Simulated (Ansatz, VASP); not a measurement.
HfO2 in VASP and in Ansatz

```
Hf O
1.0
    -0.12967    2.38981    2.38981
     2.38981   -0.12967    2.38981
     2.38981    2.38981   -0.12967
Hf O
1 2
Direct
  0.00000 0.00000 0.00000
  0.25000 0.25000 0.25000
  0.75000 0.75000 0.75000
```

Alike in both runs: task single point; functional PBEsol; k mesh 8 × 8 × 8; occupations gaussian, width 0.05 eV; no spin polarisation.

|  | VASP | Ansatz |
| --- | --- | --- |
| version | VASP 6.6.1 | Ansatz 0.2.0 |
| potentials or method | VASP PAW PBE potentials, release 64 (Hf_pv, O) | scalar-relativistic, plane waves, PAW |
| plane-wave cutoff (eV) | 520 | 520 |
| valence electrons in the cell | 22 | 38 |

```tsv
	VASP	Ansatz	Ansatz less VASP
gap on the k mesh at the Fermi level (eV)	4.00	3.95	-0.053
least direct gap on the mesh (eV)	4.00	3.95	-0.053
pressure (GPa)	24.8	29.2	+4.45
largest component of the traceless stress (GPa)	10.40	10.50	+0.103
rms of the force components (eV/Å)	0.706	0.726	+0.0196
```

Atom by atom the forces differ by 0.020 eV/Å (rms over components). The two sets of potentials don't hold the same shells in valence. Ansatz warned: «pseudo_functional_mismatch».

Caveats: so large a pressure means that the cell lies far from this level's equilibrium, or that cutoff or potentials fall short (VASP); the potentials were made for another functional, which shifts forces and pressure (VASP); spin-orbit coupling is left out, which moves the levels of the heavy elements. A k mesh can miss the band edges.
